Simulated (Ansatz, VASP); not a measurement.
BiTe in VASP and in Ansatz

File INCAR:

```
PREC = Accurate ; ENCUT = 520
EDIFF = 1E-7 ; ISMEAR = -1
SIGMA = 0.1 ; LREAL = F
LASPH = T ; NELM = 60
ALGO = Normal ; ISIF = 2
LWAVE = F ; LCHARG = T
GGA = PE ; LELF = T
LVHAR = T ; NBANDS = 18
```

Contents of KPOINTS:

```
Automatic mesh
0
Gamma
  6 6 6
```

The input POSCAR:

```
BiTe
1.0
    0.0000000000      3.2880422143      3.2880422143
    3.2880422143      0.0000000000      3.2880422143
    3.2880422143      3.2880422143      0.0000000000
Bi Te
1 1
Direct
    0.0000000000      0.0000000000      0.0000000000
    0.5000000000      0.5000000000      0.5000000000
```

Input for Ansatz:

```yaml
crystal:
  lattice:
    - [0.0, 3.288042214296051, 3.288042214296051]
    - [3.288042214296051, 0.0, 3.288042214296051]
    - [3.288042214296051, 3.288042214296051, 0.0]
  atoms:
    - { symbol: Bi, position: [0.0, 0.0, 0.0] }
    - { symbol: Te, position: [0.5, 0.5, 0.5] }
basis:
  ecutwfc: 462.593566181796
kpoints:
  mp_grid:
    grid: [6, 6, 6]
hamiltonian:
  xc: pbe
scf:
  occupations:
    method: fermi_dirac
output:
  stress: true
```

Alike in both runs: task single point; functional PBE; k mesh 6 × 6 × 6; no spin polarisation.

|  | VASP | Ansatz |
| --- | --- | --- |
| version | VASP 6.6.1 | Ansatz 0.2.0 |
| potentials or method | VASP PAW PBE potentials, release 64 (Bi_d, Te) | plane waves, PAW |
| plane-wave cutoff (eV) | 520 | 463 |
| occupations | fermi-dirac, width 0.1 eV | fermi-dirac |
| valence electrons in the cell | 21 | 31 |

Ansatz gave:

- pressure (GPa): -1.3

Problem. Which values does VASP return?

Solution. Pressure (GPa): -1.4.

The two sets of potentials don't hold the same shells in valence.
